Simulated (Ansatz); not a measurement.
# AlBP2: the cost of one run

Computed with Ansatz 0.2.0 (DFT PBE, scalar-relativistic, plane waves, PAW, unless a step's input says otherwise).

1 further run of the same task is left out (it didn't finish).

### Step 1. The system as given

The structure is tetragonal, space group P-4m2 (No. 115). Conventional cell: a = 3.553 Å, b = 3.553 Å, c = 5.024 Å, α = 90.00°, β = 90.00°, γ = 90.00°. Al (site symmetry -4m2) has 4 P at 2.18 Å as nearest neighbours. B (site symmetry -4m2) has 4 P at 2.18 Å as nearest neighbours. P (site symmetry 2mm) has 2 Al at 2.18 Å and 2 B at 2.18 Å as nearest neighbours.

Coordinates:

```
Al B P
1.0
     3.55250    0.00000    0.00000
     0.00000    3.55250    0.00000
     0.00000    0.00000    5.02400
Al B P
1 1 2
Direct
  0.50000 0.50000 0.50000
  0.00000 0.00000 0.00000
  0.00000 0.50000 0.25000
  0.50000 0.00000 0.75000
```

The start is an ordering of an alloy on its end members' structure types: elements ordered on the sites of the BP type, B/Al on B (P-4m2, No. 115).

### Step 2. Probe: one point on a coarse mesh

File input.yaml:

```yaml
crystal:
  lattice:
    - [3.55250337, 0.0, 0.0]
    - [0.0, 3.55250337, 0.0]
    - [0.0, 0.0, 5.02399844]
  atoms:
    - { symbol: Al, position: [0.5, 0.5, 0.5] }
    - { symbol: B, position: [0.0, 0.0, 0.0] }
    - { symbol: P, position: [0.0, 0.5, 0.25] }
    - { symbol: P, position: [0.5, 0.0, 0.75] }
basis:
  ecutwfc: 420
kpoints:
  mp_grid: { grid: [6, 6, 4] }
hamiltonian:
  xc: pbe
scf:
  occupations: { method: gaussian, width: 0.1 }
  lower_state_search: "off"
output:
  forces: true
  stress: true
  eigenvalues: true
```

Launch:

```sh
> ansatz run input.yaml --threads 1 --pin off --max-ram 2560MiB --backend cpu --events-out ev --progress --plain --runs-dir out
```

**Question.** How long does this run take on 1 thread of AMD EPYC 7R43 (Zen 3), shared host, and how much memory does it need?

About 3.3 s, with a peak of 0.38 GiB.
